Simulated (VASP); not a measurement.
# Sm (I4/mmm) in VASP: notebook

The runs below take Sm through single point, with PBE.

All numbers are computed with VASP 6.6.1; they aren't measurements. Logs are shortened: lines on timing, memory, paths and dates and some standing lists are left out, and cuts for length are marked.

### Step 1. Starting point

It takes space group I4/mmm (No. 139, tetragonal). The conventional cell has a = 3.635 Å, b = 3.635 Å, c = 5.122 Å, α = 90.00°, β = 90.00°, γ = 90.00°. Sm (site symmetry 4/mmm) has 12 Sm at 3.63 Å as nearest neighbours.

This isn't the form of Sm at room conditions, which is rhombohedral.

### Step 2. Single point, PBE, collinear spin, ferromagnetic start

Input file INCAR:

```
PREC = Accurate ; ENCUT = 460
EDIFF = 1E-6 ; ISMEAR = -1
SIGMA = 0.2 ; LREAL = F
LASPH = T ; NELM = 100
ALGO = Normal ; ISIF = 2
LWAVE = F ; LCHARG = F
ISPIN = 2 ; MAGMOM = 5
LORBIT = 11 ; LMAXMIX = 6
GGA = PE ; NBANDS = 18
ADDGRID = F
```

Input file KPOINTS:

```
regular mesh
0
Gamma
  11 11 11
```

Input file POSCAR:

```
Sm
1.0
   -1.8424340000      1.8281900000      2.5309280000
    1.8521830000     -1.8921630000      2.5832430000
    1.7732950000      1.8230240000     -2.5763240000
Sm
1
Direct
    0.0008670000     -0.0165060000      0.0081580000
```

Potentials or basis: VASP PAW PBE potentials, release 64 (Sm).

On the command line:

```bash
$ cat potpaw_PBE.64/Sm/POTCAR > POTCAR
$ mpirun -np 1 vasp_std > vasp.out
```

OUTCAR:

```text
PREC = Accurate
   ENCUT = 460
   EDIFF = 1E-6
   ISMEAR = -1
   LREAL = F
   LASPH = T
   NELM = 100
   ISIF = 2
   ISPIN = 2
   LORBIT = 11
   GGA = PE

 Found    666 irreducible k-points:

 Following reciprocal coordinates:
            Coordinates               Weight
  0.000000  0.000000  0.000000      1.000000
  0.090909  0.000000  0.000000      2.000000
  0.181818 -0.000000  0.000000      2.000000
  0.272727  0.000000 -0.000000      2.000000
  0.363636  0.000000  0.000000      2.000000
  0.454545  0.000000 -0.000000      2.000000
   k-points           NKPTS =    666   k-points in BZ     NKDIM =    666   number of bands    NBANDS=     18
   number of dos      NEDOS =    301   number of ions     NIONS =      1
   total plane-waves  NPLWV =  21952
   dimension x,y,z NGX =    28 NGY =   28 NGZ =   28
   dimension x,y,z NGXF=    56 NGYF=   56 NGZF=   56
   ions per type =               1
   NGX,Y,Z   is equivalent  to a cutoff of  12.84, 12.58, 12.86 a.u.
   NGXF,Y,Z  is equivalent  to a cutoff of  25.68, 25.17, 25.72 a.u.
 SYSTEM =  unknown system
   PREC   = accura    normal or accurate (medium, high low for compatibility)
   ISTART =      0    job   : 0-new  1-cont  2-samecut
   ICHARG =      2    charge: 1-file 2-atom 10-const
   ISPIN  =      2    spin polarized calculation?
   LNONCOLLINEAR =      F non collinear calculations
   LSORBIT =      F    spin-orbit coupling
   LASPH  =      T    aspherical Exc in radial PAW
   ENCUT  =  460.0 eV  33.81 Ry    5.81 a.u.   6.34  6.47  6.33*2*pi/ulx,y,z
   NELM   =    100;   NELMIN=  2; NELMDL= -5     # of ELM steps
   EDIFF  = 0.1E-05   stopping-criterion for ELM
   LREAL  =      F    real-space projection
   EDIFFG = 0.1E-04   stopping-criterion for IOM
   NSW    =      0    number of steps for IOM
   IBRION =     -1    ionic relax: 0-MD 1-quasi-New 2-CG
   NFREE  =      0    steps in history (QN), initial steepest desc. (CG)
   ISIF   =      2    stress and relaxation
   ISYM   =      2    0-nonsym 1-usesym 2-fastsym
   POTIM  = 0.5000    time-step for ionic-motion
   TEBEG  =    0.0;   TEEND  =   0.0 temperature during run
   PSTRESS=    0.0 pullay stress
   NELECT =      16.0000    total number of electrons
   NUPDOWN=      -1.0000    fix difference up-down
   EMIN   =  10.00;   EMAX   =-10.00  energy-range for DOS
   EFERMI =   0.00;   METHOD = LEGACY
   ISMEAR =    -1;   SIGMA  =   0.20  broadening in eV -4-tet -1-fermi 0-gaus
   EFERMI_NEDOS =   21; number of points for ismear=-14 and -15
   IALGO  =     38    algorithm
   IMIX   =      4    mixing-type and parameters
     AMIX     =   0.40;   BMIX     =  1.00
     AMIX_MAG =   1.60;   BMIX_MAG =  1.00
  volume/ion in A,a.u.               =      33.83       228.31
  Fermi-wavevector in a.u.,A,eV,Ry     =   1.275481  2.410310 22.134673  1.626853
  Thomas-Fermi vector in A             =   2.408191
   LORBIT       =     11    0 simple, 1 ext, 2 COOP (PROOUT), +10 PAW based schemes
   GGA     = PE    functional components
   LHFCALC =     F    Hartree Fock is set to
   AEXX    =    0.0000 exact exchange contribution
   IVDW    =     0    specifies the selected vdW correction
   LEPSILON=     F    determine dielectric tensor
   LRPA    =     F    only Hartree local field effects (RPA)
 spin polarized calculation
  energy-cutoff  :      460.00
  volume of cell :       33.83
 maximum number of plane-waves:       775
 NGX is ok and might be reduce to    28
   NGX = 13   NGY = 13   NGZ = 13

 number of electron      16.0000000 magnetization       6.3894540

 Free energy of the ion-electron system (eV)
  ---------------------------------------------------
  ext. energy  EPLUGINS =         0.00000000
  ---------------------------------------------------
  free energy    TOTEN  =        -9.69434196 eV

  energy without entropy =       -8.99124310  energy(sigma->0) =       -9.34279253

 E-fermi :   3.1279     XC(G=0):  -9.7915

 val. band max:        3.1271006234   @ k =  -0.4545  -0.3636   0.0909
 cond. band min:       3.1342739359   @ k =  -0.2727   0.4545   0.2727
 fundamental gap:      0.0071733125
 Fermi energy:         3.1278805080

 spin component 1

 k-point     1 :       0.0000    0.0000    0.0000
  band No.  band energies     occupation
      1     -36.9704      1.00000
      2     -16.1166      1.00000
      3     -16.0945      1.00000
      4     -16.0823      1.00000
      5      -1.3954      1.00000
      6       2.5487      0.94764
[... 10 lines left out ...]
     17       7.6402      0.00000
     18      12.2276      0.00000

 k-point     2 :       0.0909    0.0000    0.0000
  band No.  band energies     occupation
      1     -36.9619      1.00000
      2     -16.1755      1.00000
      3     -16.1233      1.00000
      4     -16.1050      1.00000
      5      -1.1525      1.00000
      6       2.5368      0.95051
[... 10 lines left out ...]
     17       7.4774      0.00000
     18      12.7174      0.00000

 k-point     3 :       0.1818   -0.0000    0.0000
  band No.  band energies     occupation
      1     -36.9392      1.00000
      2     -16.4038      1.00000
      3     -16.1552      1.00000
      4     -16.1329      1.00000
      5      -0.5027      1.00000
      6       2.5172      0.95493
[... 10 lines left out ...]
     17       7.2534      0.00000
     18      13.0215      0.00000

 k-point     4 :       0.2727    0.0000   -0.0000
  band No.  band energies     occupation
      1     -36.9093      1.00000
      2     -16.6890      1.00000
      3     -16.1977      1.00000
      4     -16.1663      1.00000
      5       0.2955      1.00000
      6       2.5574      0.94543
[... 10 lines left out ...]
     17       7.5637      0.00000
     18      12.1862      0.00000

 k-point     5 :       0.3636    0.0000    0.0000
  band No.  band energies     occupation
      1     -36.8815      1.00000
      2     -16.9380      1.00000
      3     -16.2372      1.00000
      4     -16.1955      1.00000
      5       0.8292      0.99999
      6       2.6024      0.93260
[... 10 lines left out ...]
     17       8.4637      0.00000
     18      11.6671      0.00000

 k-point     6 :       0.4545    0.0000   -0.0000
  band No.  band energies     occupation
      1     -36.8649      1.00000
      2     -17.0806      1.00000
      3     -16.2607      1.00000
      4     -16.2125      1.00000
      5       0.9921      0.99998
      6       2.5754      0.94061
[... 10 lines left out ...]
     17       9.2829      0.00000
     18      11.7097      0.00000

 [... further k-points ...]

 spin component 2

 k-point     1 :       0.0000    0.0000    0.0000
  band No.  band energies     occupation
      1     -34.3081      1.00000
      2     -14.0553      1.00000
      3     -14.0278      1.00000
      4     -14.0143      1.00000
      5      -0.2791      1.00000
      6       5.8443      0.00000
[... 10 lines left out ...]
     17       8.8185      0.00000
     18      14.0562      0.00000

 k-point     2 :       0.0909    0.0000    0.0000
  band No.  band energies     occupation
      1     -34.2981      1.00000
      2     -14.1216      1.00000
      3     -14.0628      1.00000
      4     -14.0402      1.00000
      5      -0.0271      1.00000
      6       5.6190      0.00000
[... 10 lines left out ...]
     17       8.6888      0.00000
     18      14.4769      0.00000

 k-point     3 :       0.1818   -0.0000    0.0000
  band No.  band energies     occupation
      1     -34.2711      1.00000
      2     -14.3846      1.00000
      3     -14.0980      1.00000
      4     -14.0722      1.00000
      5       0.6430      1.00000
      6       5.1103      0.00005
[... 10 lines left out ...]
     17       8.5612      0.00000
     18      14.2403      0.00000

 k-point     4 :       0.2727    0.0000   -0.0000
  band No.  band energies     occupation
      1     -34.2354      1.00000
      2     -14.7104      1.00000
      3     -14.1450      1.00000
      4     -14.1102      1.00000
      5       1.4601      0.99976
      6       4.8575      0.00018
[... 10 lines left out ...]
     17       8.9524      0.00000
     18      13.4106      0.00000

 k-point     5 :       0.3636    0.0000    0.0000
  band No.  band energies     occupation
      1     -34.2023      1.00000
      2     -14.9929      1.00000
      3     -14.1890      1.00000
      4     -14.1430      1.00000
      5       2.0105      0.99627
      6       5.0911      0.00005
[... 10 lines left out ...]
     17       9.8353      0.00000
     18      12.9785      0.00000

 k-point     6 :       0.4545    0.0000   -0.0000
  band No.  band energies     occupation
      1     -34.1824      1.00000
      2     -15.1538      1.00000
      3     -14.2151      1.00000
      4     -14.1621      1.00000
      5       2.1806      0.99130
      6       5.4700      0.00001
[... 10 lines left out ...]
     17      10.6130      0.00000
     18      13.1127      0.00000

 [... further k-points ...]

------------------------ aborting loop because EDIFF is reached ----------------------------------------

  FORCE on cell =-STRESS in cart. coord.  units (eV):
  Direction    XX          YY          ZZ          XY          YZ          ZX
  --------------------------------------------------------------------------------------
  -------------------------------------------------------------------------------------
  Total        0.6695134      0.6008088      0.6575298      0.0454548      0.1172901     -0.0118538
  in kB       31.7064519     28.4527792     31.1389410      2.1526242      5.5545598     -0.5613667
  external PRESSURE =      30.4327240 kB  Pullay stress =       0.0000000 kB

 VOLUME and BASIS-vectors are now :
 -----------------------------------------------------------------------------
  energy-cutoff  :      460.00
  volume of cell :       33.83
      direct lattice vectors                 reciprocal lattice vectors
    -1.842434000  1.828190000  2.530928000     0.004892204  0.276448139  0.198983867
     1.852183000 -1.892163000  2.583243000     0.275599134  0.007644485  0.195105370
     1.773295000  1.823024000 -2.576324000     0.281145287  0.279242012  0.002957090

 POSITION                                       TOTAL-FORCE (eV/Angst)
 -----------------------------------------------------------------------------------
      1.83448     -1.84447      2.52178         0.000000      0.000000      0.000000
 -----------------------------------------------------------------------------------
    total drift:                               -0.000003     -0.000004      0.000003

  FREE ENERGIE OF THE ION-ELECTRON SYSTEM (eV)
  ---------------------------------------------------
  free  energy   TOTEN  =        -9.6943419649 eV

  energy  without entropy=       -8.9912430991  energy(sigma->0) =       -9.34279253

 total charge

# of ion       s       p       d       f       tot
--------------------------------------------------
    1        2.082   5.606   0.478   5.492  13.658

 magnetization (x)

# of ion       s       p       d       f       tot
--------------------------------------------------
    1       -0.003  -0.063   0.232   5.483   5.649
```

It took 12 min on 1 thread of Intel Xeon Platinum 8559C (Emerald Rapids), shared host; peak memory 0.64 GiB.

These settings aren't checked as converged: the numbers below hold their error.

Results:

```yaml
Free_energy: -9.6943 eV
Pressure: 3.0 GPa
Band_gap_on_the_k_mesh: none (metal or under the smearing width)
Net_moment: 6.39 μB per cell
Site_moments: Sm +5.65 μB
Valence_electrons_inside_the_program's_atomic_spheres: Sm 13.66
```

Caveat: the magnetic or orbital state may not be the lowest; spin-orbit coupling is left out, which moves the levels of the heavy elements.

(Continued in part 2 of 2.)
